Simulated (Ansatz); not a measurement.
# What a change of settings does to a run on PbI2

The cell is COD entry 9009114, as deposited and not checked against the literature; nothing was relaxed.

First run: DFT, PBE, all-electron PAW with datasets made for the crystal, scalar-relativistic (Ansatz 0.2.0).

Command: `ansatz run input.yaml --threads 1 --pin off --max-ram 4096MiB --backend cpu --events-out ev --progress --plain --runs-dir out` The run took 18 s on 1 thread of Arm Neoverse V2 (shared host), peak memory 0.59 GiB.

```yaml
crystal:
  lattice:
    - [4.5550018558, 0.0, 0.0]
    - [-2.2775009279, 3.9447473214, 0.0]
    - [0.0, 0.0, 6.977]
  atoms:
    - { symbol: Pb, position: [0.0, 0.0, 0.0] }
    - { symbol: I, position: [0.3333333333, 0.6666666667, 0.265] }
    - { symbol: I, position: [0.6666666667, 0.3333333333, 0.735] }
kpoints:
  mp_grid: { grid: [8, 8, 5] }
  band_path:
    path:
      - [0.0, 0.0, 0.0]
      - [0.5, 0.0, 0.0]
      - [0.3333333333, 0.3333333333, 0.0]
      - [0.0, 0.0, 0.0]
      - [0.0, 0.0, 0.5]
      - [0.5, 0.0, 0.5]
      - [0.3333333333, 0.3333333333, 0.5]
      - [0.0, 0.0, 0.5]
      - [0.5, 0.0, 0.5]
    npoints: 8
scf:
  occupations: { method: fermi_dirac, width: 0.02 }
hamiltonian:
  xc: pbe
  pseudopotentials: { kind: all_electron, datasets: crystal }
output:
  forces: true
  stress: true
  eigenvalues: true
  efg: { contact_densities: true }
```

Result: converged; pressure 1.84 GPa; largest force 0.173 eV/Å; gap on the k mesh 2.29 eV (the mesh can miss the band edges); 9 SCF iterations.

Spin–orbit coupling is left out, though it moves levels of the heavy atoms by tenths of an eV or more.

The input is then changed:

```diff
@@ -24,4 +24,6 @@
 scf:
   occupations: { method: fermi_dirac, width: 0.02 }
+  mixing: { preconditioner: resta }
+  algorithm: density_mixing
 hamiltonian:
   xc: pbe
```

Task: What does the second run give?

Result: It converged; energy at zero smearing 0.0 meV/atom from the first run; pressure 1.84 GPa; largest force 0.173 eV/Å; gap on the k mesh 2.29 eV (the mesh can miss the band edges); 9 SCF iterations.
